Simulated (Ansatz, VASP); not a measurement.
# SiO2 in two plane-wave programs, part 2 of 2

One calculation is typed for both programs; each brings its own data sets. How far apart do they land? The cell is taken from a series of runs on this material, whose earlier steps may have relaxed, scaled, displaced or heated it; both programs get it as it stands.

VASP 6.6.1 and Ansatz 0.2.0.

So far: The starting structure; Ansatz: single point, PBE0.

**3. VASP: single point, PBE0**

Level of this step: PBE0; plane waves and PAW (Si, O) (VASP).

The same cell, functional and mesh now go to VASP, with its own data sets.

Lines of VASP's logs that name or quote its potential files are left out, and so is its time.

The run reads the wave functions of an earlier VASP run, which isn't shown here.

The input, INCAR:

```
SYSTEM = SiO2
PREC = Accurate
ENCUT = 520
EDIFF = 1E-06
NELM = 100
ISMEAR = 0
SIGMA = 0.01
LREAL = .FALSE.
ALGO = Normal
LHFCALC = .TRUE.
AEXX = 0.25
GGA = PE
LASPH = .TRUE.
NBANDS = 44
PRECFOCK = Fast
LORBIT = 11
LWAVE = .FALSE.
LCHARG = .FALSE.
KPAR = 8
NCORE = 2
ISIF = 2
```

The input, POSCAR:

```
SiO2
1.0
    0.0000000000      4.7162571100      7.3627753715
    2.3595806657      0.0000000000      7.3627753715
    2.3595806657      4.7162571100      0.0000000000
Si O
4 8
Direct
    0.5632310800      0.5632310800      0.9367689200
    0.3132310800      0.3132310800      0.6867689200
    0.6867689200      0.6867689200      0.3132310800
    0.9367689200      0.9367689200      0.5632310800
    0.6250000000      0.1250000000      0.6250000000
    0.6250000000      0.6250000000      0.1250000000
    0.6250000000      0.6250000000      0.6250000000
    0.1250000000      0.6250000000      0.6250000000
    0.1865604000      0.8134396000      0.1865604000
    0.8134396000      0.1865604000      0.8134396000
    0.4365604000      0.0634396000      0.4365604000
    0.0634396000      0.4365604000      0.0634396000
```

The input, KPOINTS:

```
Automatic mesh
0
Gamma
4 4 4
0 0 0
```

The projector-augmented-wave data sets are Si and O (PBE family, release 64).

The run is started by

```sh
$ mpirun -np 16 vasp_std
```

Numbers of over 12 decimals in the logs are rounded to 6 here.

What it wrote:

```text
[banner, memory and clock lines left out]
running   16 mpi-ranks, on    1 nodes
 distrk:  each k-point on    2 cores,    8 groups
 distr:  one band on    2 cores,    1 groups

 POSCAR found type information on POSCAR SiO
 POSCAR found :  2 types and      12 ions
 LDA part: xc-table for (Slater+PW92), standard interpolation
 found WAVECAR, reading the header
 POSCAR, INCAR and KPOINTS ok, starting setup
 FFT: planning ... GRIDC
 FFT: planning ... GRID_SOFT
 FFT: planning ... GRID
 reading WAVECAR
 the WAVECAR file was read successfully
 initial charge from wavefunction
 entering main loop
       N       E                     dE             d eps       ncg     rms          rms(c)
DAV:   1    -0.122931955635E+03   -0.12293E+03   -0.16713E+00  1820   0.774E+00    0.643E+00
DAV:   2    -0.122951159800E+03   -0.19204E-01   -0.70178E-02  1896   0.127E+00    0.479E+00
DAV:   3    -0.122944909440E+03    0.62504E-02   -0.64602E-03  1920   0.369E-01    0.287E+00
DAV:   4    -0.122943614865E+03    0.12946E-02   -0.23106E-03  1872   0.203E-01    0.164E+00
DAV:   5    -0.122943237549E+03    0.37732E-03   -0.26224E-04  1872   0.869E-02    0.923E-01
DAV:   6    -0.122943101252E+03    0.13630E-03   -0.77143E-05  1880   0.585E-02    0.525E-01
DAV:   7    -0.122943062622E+03    0.38630E-04   -0.23367E-05  1872   0.340E-02    0.299E-01
DAV:   8    -0.122943051271E+03    0.11351E-04   -0.59172E-06  1888   0.169E-02    0.170E-01
DAV:   9    -0.122943048278E+03    0.29925E-05   -0.21935E-06  1360   0.951E-03    0.970E-02
DAV:  10    -0.122943047776E+03    0.50216E-06   -0.93886E-07  1140   0.656E-03
   1 F= -.12294305E+03 E0= -.12294305E+03  d E =-.196688E-16
```

From OUTCAR (step 3):

```text
ion  position               nearest neighbor table
   1  0.563  0.563  0.937-   6 1.60   7 1.60   9 1.62  10 1.62   4 3.01   4 3.01
   2  0.313  0.313  0.687-   5 1.60   8 1.60  11 1.62  12 1.62   3 3.01   3 3.01
   3  0.687  0.687  0.313-   6 1.60   7 1.60  11 1.62  12 1.62   2 3.01   2 3.01
   4  0.937  0.937  0.563-   5 1.60   8 1.60   9 1.62  10 1.62   1 3.01   1 3.01
   5  0.625  0.125  0.625-   2 1.60   4 1.60
   6  0.625  0.625  0.125-   1 1.60   3 1.60
   7  0.625  0.625  0.625-   1 1.60   3 1.60
   8  0.125  0.625  0.625-   2 1.60   4 1.60
   9  0.187  0.813  0.187-   4 1.62   1 1.62
  10  0.813  0.187  0.813-   4 1.62   1 1.62
  11  0.437  0.063  0.437-   2 1.62   3 1.62
  12  0.063  0.437  0.063-   2 1.62   3 1.62

  LATTYP: Found a face centered orthorhombic cell.
 ALAT       =     4.7191613314
 B/A-ratio  =     1.9987691790
 C/A-ratio  =     3.1203745134

 Subroutine GETGRP returns: Found  8 space group operations
 (whereof  4 operations were pure point group operations)

The static configuration has the point symmetry D_2 .
 The point group associated with its full space group is D_2h.

 Found     18 irreducible k-points:

   k-points           NKPTS =     18   k-points in BZ     NKDIM =     64   number of bands    NBANDS=     44

   dimension x,y,z NGX =    70 NGY =   60 NGZ =   40
   dimension x,y,z NGXF=   140 NGYF=  120 NGZF=   80

   ENCUT  =  520.0 eV  38.22 Ry    6.18 a.u.  16.26 14.38  9.81*2*pi/ulx,y,z

   NELECT =      64.0000    total number of electrons

 k-points in reciprocal lattice and weights: Automatic mesh
   0.00000000  0.00000000  0.00000000       0.016
   0.25000000  0.00000000 -0.00000000       0.125
   0.50000000  0.00000000 -0.00000000       0.062
   0.25000000  0.25000000  0.00000000       0.031
   0.50000000  0.25000000 -0.00000000       0.125
  -0.25000000  0.25000000  0.00000000       0.062
   0.50000000  0.50000000  0.00000000       0.016
   0.25000000  0.00000000  0.25000000       0.031
   0.50000000 -0.00000000  0.25000000       0.125
[...]
-0.25000000  0.25000000  0.50000000       0.031
   0.00000000  0.50000000  0.50000000       0.016

  exchange ACFDT corr.  =         0.00000000  see jH, gK, PRB 81, 115126

 average (electrostatic) potential at core
       1 -83.1565       2 -83.1565       3 -83.1565       4 -83.1565       5 -66.5569
       6 -66.5569       7 -66.5569       8 -66.5569       9 -66.3794      10 -66.3793
      11 -66.3793      12 -66.3794

 E-fermi :  -1.2136

 k-point     1 :       0.0000    0.0000    0.0000
  band No.  band energies     occupation
    ...
     28      -2.0572      2.00000
     29      -1.9262      2.00000
     30      -1.7313      2.00000
     31      -1.2982      2.00000
     32      -1.2676      2.00000
     33       7.0899      0.00000
     34       9.7630      0.00000
     35       9.8118      0.00000
     36      10.1669      0.00000
     37      10.2552      0.00000
    ...

 k-point     2 :       0.2500    0.0000   -0.0000
  band No.  band energies     occupation
    ...
     28      -2.1337      2.00000
     29      -2.0687      2.00000
     30      -1.6970      2.00000
     31      -1.5093      2.00000
     32      -1.4420      2.00000
     33       8.0622      0.00000
     34      10.2677      0.00000
     35      10.3217      0.00000
     36      10.5602      0.00000
     37      10.8303      0.00000
    ...

 k-point     3 :       0.5000    0.0000   -0.0000
  band No.  band energies     occupation
    ...
     28      -2.2622      2.00000
     29      -1.9131      2.00000
     30      -1.8664      2.00000
     31      -1.5966      2.00000
     32      -1.5389      2.00000
     33       9.6389      0.00000
     34      10.2256      0.00000
     35      10.5485      0.00000
     36      11.0074      0.00000
     37      11.2425      0.00000
    ...

  Total       -0.0745334     -0.1468935      0.0000472      0.0000000      0.0000000      0.0000000
  in kB       -0.7287147     -1.4361812      0.0004615      0.0000000      0.0000000      0.0000000
  external PRESSURE =      -0.7214782 kB  Pullay stress =       0.0000000 kB

  energy-cutoff  :      520.00
  volume of cell :      163.87
      direct lattice vectors                 reciprocal lattice vectors
     0.000000000  4.716257110  7.362775371    -0.211902058  0.106016273  0.067909175
     2.359580666  0.000000000  7.362775371     0.211902058 -0.106016273  0.067909175
     2.359580666  4.716257110  0.000000000     0.211902058  0.106016273 -0.067909175

 POSITION                                       TOTAL-FORCE (eV/Angst)
 -----------------------------------------------------------------------------------
      3.53937      7.07439      8.29389        -0.000000      0.000000     -0.022868
      2.35958      4.71626      4.61250         0.000000      0.000000     -0.022868
      2.35958      4.71626     10.11305         0.000000      0.000000      0.022868
      3.53937      7.07439     13.79444        -0.000000      0.000000      0.022868
      1.76969      5.89532      5.52208         0.000000      0.000000      0.000000
      1.76969      3.53719      9.20347         0.000000      0.000000      0.000000
      2.94948      5.89532      9.20347        -0.000000     -0.000000      0.000000
      2.94948      3.53719      5.52208         0.000000     -0.000000      0.000000
      2.35958      1.75973      7.36278         0.000000      0.078654     -0.000000
      2.35958      7.67278      7.36278         0.000000     -0.078654     -0.000000
      1.17979      4.11786      3.68139        -0.000000      0.078654      0.000000
      1.17979      0.59839      3.68139        -0.000000     -0.078654      0.000000
 -----------------------------------------------------------------------------------
    total drift:                               -0.000000     -0.000001     -0.000000

  FREE ENERGIE OF THE ION-ELECTRON SYSTEM (eV)
  ---------------------------------------------------
  free  energy   TOTEN  =      -122.9430477763 eV

  energy  without entropy=     -122.9430477763  energy(sigma->0) =     -122.94304778

 total charge
# of ion       s       p       d       tot
------------------------------------------
    1        0.651   1.015   0.000   1.666
    2        0.651   1.015   0.000   1.666
    3        0.651   1.015   0.000   1.666
    4        0.651   1.015   0.000   1.666
    5        1.550   3.758   0.000   5.308
    6        1.550   3.758   0.000   5.308
    7        1.550   3.758   0.000   5.308
    8        1.550   3.758   0.000   5.308
    9        1.558   3.719   0.000   5.277
   10        1.558   3.719   0.000   5.277
   11        1.558   3.719   0.000   5.277
   12        1.558   3.719   0.000   5.277
--------------------------------------------------
tot         15.036  33.968   0.000  49.004

[... 3 further parts left out ...]
```

The run ends at a pressure of -0.07 GPa, with forces up to 0.079 eV/Å.

**4. Differences**

Known differences besides the potentials themselves: exact exchange at q = 0 is treated differently, which shows on coarse meshes; VASP keeps PBE cores, Ansatz makes them for the functional; fixed occupations in Ansatz, narrow Gaussian smearing in VASP; the cutoff is 420 eV in Ansatz and 520 eV in VASP; VASP takes a coarser grid for exact exchange (PRECFOCK = Fast). Total energies have different zeros and are not compared.

The two programs side by side:

```csv
quantity,Ansatz,VASP,difference
gap on the k mesh (eV),8.353,8.357,-0.004
```

A gap on the mesh is an upper bound, since the band edges may lie between its points.

**5. Results**

```
difference in gap on the k mesh (single point, PBE0) : -0.0041 eV
```

**Reading.** The difference in gap on the k mesh is -0.0041 eV (single point, PBE0), within the 0.08 eV picked in this series as the mark of a large difference. How closely two codes agree says nothing of how well the functional describes the real material.

[Lines on the potential files, build, host, timing and source positions are cut from VASP's logs without a mark.]

[Logs are printed without paths, hosts, clocks, repeated set-up lines and the standing remarks that a program may print on its own settings, such as how far it seeks lower states.]

[Hosts, paths, dates, database ids (printed as entryN), source tags and the programs' standing remarks are cut or masked in the printed files.]
